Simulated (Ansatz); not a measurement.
**GaN (P6_3mc) under several functionals**

**Experimental background.**

From “Vacancy defect in bulk and at (10\overline10) surface of GaN: A combined first-principles theoretical and experimental analysis”, 2017, arxiv:1710.05670, for a bulk crystal of GaN: lattice constant a 3.189 Å.

“On the origin of Blue Luminescence in Mg doped GaN”, 2017, arxiv:1708.04036 quotes, for a bulk crystal of GaN: lattice constant c 5.189 Å.

Plane-wave DFT in Ansatz with scalar-relativistic PAW potentials. The same structure was relaxed (cell and atoms, symmetry kept) in separate runs at each level. No spin polarisation.

| level | cutoff (eV) | k mesh | V (Å³/atom) | a (Å) | c (Å) | gap (eV) |
| --- | --- | --- | --- | --- | --- | --- |
| r2SCAN | 500 | 12×12×6 | 11.371 | 3.183 | 5.184 | 2.35 |
| PBEsol | 420 | 12×12×6 | 11.373 | 3.183 | 5.185 | 1.88 |
| PBE | 420 | 12×12×6 | 11.758 | 3.218 | 5.243 | 1.71 |

Task: Where does LDA (420 eV, k mesh 12×12×6) fall?

Result: V (Å³/atom) 11.052, a (Å) 3.152, c (Å) 5.138, gap (eV) 2.13. Its volume is the smallest of the set. The usual order of volumes, LDA < PBEsol < PBE, holds here (11.052, 11.373, 11.758 Å³/atom). As a rule LDA overbinds; PBEsol, built on the gradient expansion of slowly varying densities, lies between LDA and PBE; PBE's stronger gradient term for exchange weakens bonds. r2SCAN lies 3.3 % under PBE in volume. Each gap belongs to its own cell, so it mixes the functional's effect with that of the volume; gaps are the least found on the k mesh or on a band path.

For PBE: Against the measured lattice constant a of GaN, 3.189 Å (quoted in “Vacancy defect in bulk and at (10\overline10) surface of GaN: A combined first-principles theoretical and experimental analysis”, 2017, arxiv:1710.05670), the calculated 3.218 Å is off by +0.9 %. 2 values of this kind are on record in papers (3.186 to 3.189 Å); this one was drawn at random among those near their median. Measured lattice constant c of GaN: 5.189 Å (quoted in “On the origin of Blue Luminescence in Mg doped GaN”, 2017, arxiv:1708.04036). This calculation gives 5.243 Å (+1.0 %). 2 values of this kind are on record in papers (5.186 to 5.189 Å); this one was drawn at random among those near their median. The calculations are for 0 K without zero-point motion.

Cost: 4 runs of about 6.8 core-minutes in all, on AMD EPYC (Zen 3), Intel Xeon Processor @ 2.50GHz (Skylake/Cascade Lake) (shared hosts).